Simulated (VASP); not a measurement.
Here is a VASP 6.6.1 calculation.

The input INCAR:

```
  PREC = Accurate
  ENCUT = 520
  EDIFF = 1E-6
  ISMEAR = 1
  SIGMA = 0.1
  LREAL = False
  LASPH = True
  NELM = 80
  ALGO = Normal
  ISIF = 2
  LWAVE = False
  LCHARG = False
  LMAXMIX = 4
  METAGGA = R2SCAN
  LMIXTAU = True
```

The input KPOINTS:

```
regular mesh
0
Gamma
  15 15 8
```

POSCAR

```
Ti                                      
1.0
    2.9021000120      0.0000000000      0.0000000000
   -1.4510500060      2.5132923347      0.0000000000
    0.0000000000      0.0000000000      4.5750142022
  Ti            
     2
Direct
     0.3333333332999970    0.6666666667000030    0.2500000000000000
     0.6666666667000030    0.3333333332999970    0.7500000000000000
```

The input KPOINTS_OPT:

```
explicit points
258
Reciprocal
 0.0000000000  0.0000000000  0.0000000000 1
 0.0263157895  0.0000000000  0.0000000000 1
 0.0526315789  0.0000000000  0.0000000000 1
 0.0789473684  0.0000000000  0.0000000000 1
 0.1052631579  0.0000000000  0.0000000000 1
 0.1315789474  0.0000000000  0.0000000000 1
[... 250 lines left out ...]
 0.5000000000  0.0000000000  0.0260695800 1
 0.5000000000  0.0000000000 -0.0260695800 1
```

Potentials or basis: VASP PAW PBE potentials, release 64 (Ti_sv).

Command:

```bash
$ cat potpaw_PBE.64/Ti_sv/POTCAR > POTCAR
$ mpirun -np 1 vasp_std > vasp.out
```

Q: What does it give for the pressure?

A: 5.0 GPa.

Q: Predict the band gap along the path.

A: None (metal or under the smearing width).

Stress tensor (GPa, compression positive):
```
4.92 0.00 0.00
0.00 4.92 0.00
0.00 0.00 5.16
```

Caveat: the PAW data sets were made with another functional, which shifts forces and pressure a little.
